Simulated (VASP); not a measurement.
**ZnS: band structure with PBE**

**Experimental background.**

From “Electronic, vibrational, and thermodynamic properties of ZnS (zincblende and rocksalt structure)”, 2009, arxiv:0911.5022, for a bulk crystal of ZnS at 19 K: band gap 3.85 eV (direct).

ZnS:

```xyz
2
Lattice="0.0000 2.7020 2.7020 2.7020 0.0000 2.7020 2.7020 2.7020 0.0000" Properties=species:S:1:pos:R:3 pbc="T T T"
Zn    4.0530    4.0530    4.0530
S     0.0000    0.0000    0.0000
```

```json
{
  "Program": "VASP 6.6.1",
  "Task": "band structure",
  "Functional": "PBE",
  "Potentials or basis": "VASP PAW PBE potentials, release 64 (Zn, S)",
  "Cutoff": "520 eV",
  "k mesh": "9 × 9 × 9",
  "Occupations": "fermi-dirac, width 0.05 eV",
  "Spin": "no spin polarisation",
  "Further INCAR settings": "ALGO = Normal; EDIFF = 1e-07"
}
```

| Property | Result |
| --- | --- |
| Band gap on the k mesh | 2.11 eV, direct |
| Band gap along the path | 2.11 eV, direct |

Levels at the corners of the path, in eV from the valence-band top:
| point | band 6 | band 7 | band 8 | band 9 | band 10 | band 11 | band 12 | band 13 |
| --- | --- | --- | --- | --- | --- | --- | --- | --- |
| Γ | -5.84 | 0.00 | 0.00 | 0.00 | 2.11 | 6.40 | 6.40 | 6.40 |
| X | -5.62 | -4.56 | -2.22 | -2.22 | 3.41 | 4.08 | 10.98 | 11.97 |
| X | -5.62 | -4.56 | -2.22 | -2.22 | 3.41 | 4.08 | 10.98 | 11.97 |
| W | -5.44 | -4.59 | -2.75 | -2.71 | 5.71 | 6.04 | 7.88 | 8.24 |
| W | -5.44 | -4.59 | -2.75 | -2.71 | 5.71 | 6.04 | 7.88 | 8.24 |
| K | -5.49 | -4.62 | -3.11 | -1.80 | 4.13 | 5.97 | 9.40 | 9.79 |
| K | -5.49 | -4.62 | -3.11 | -1.80 | 4.13 | 5.97 | 9.40 | 9.79 |
| Γ | -5.84 | 0.00 | 0.00 | 0.00 | 2.11 | 6.40 | 6.40 | 6.40 |
| Γ | -5.84 | 0.00 | 0.00 | 0.00 | 2.11 | 6.40 | 6.40 | 6.40 |
| L | -5.64 | -5.29 | -0.87 | -0.87 | 3.31 | 6.93 | 6.93 | 8.88 |
| L | -5.64 | -5.29 | -0.87 | -0.87 | 3.31 | 6.93 | 6.93 | 8.88 |
| U | -5.49 | -4.62 | -3.11 | -1.80 | 4.13 | 5.97 | 9.40 | 9.79 |
| U | -5.49 | -4.62 | -3.11 | -1.80 | 4.13 | 5.97 | 9.40 | 9.79 |
| W | -5.44 | -4.59 | -2.75 | -2.71 | 5.71 | 6.04 | 7.88 | 8.24 |
| W | -5.44 | -4.59 | -2.75 | -2.71 | 5.71 | 6.04 | 7.88 | 8.24 |
| L | -5.64 | -5.29 | -0.87 | -0.87 | 3.31 | 6.93 | 6.93 | 8.88 |
| L | -5.64 | -5.29 | -0.87 | -0.87 | 3.31 | 6.93 | 6.93 | 8.88 |
| K | -5.49 | -4.62 | -3.11 | -1.80 | 4.13 | 5.97 | 9.40 | 9.79 |
| U | -5.49 | -4.62 | -3.11 | -1.80 | 4.13 | 5.97 | 9.40 | 9.79 |
| X | -5.62 | -4.56 | -2.22 | -2.22 | 3.41 | 4.08 | 10.98 | 11.97 |

It took 40 s on 1 thread of Intel(R) Xeon(R) 6975P-C (Granite Rapids), with other jobs on the host, peak memory 0.23 GiB.

Measured gap of ZnS: 3.85 eV (direct; 19 K; quoted in “Electronic, vibrational, and thermodynamic properties of ZnS (zincblende and rocksalt structure)”, 2009, arxiv:0911.5022). This calculation gives 2.11 eV (-1.74 eV). The value is that of PBE, without temperature or zero-point motion. Semilocal functionals fall short of measured gaps as a rule.

Caveat: the log is that of the step along the path at fixed density, whose energy, stress, charges and moments have no meaning.
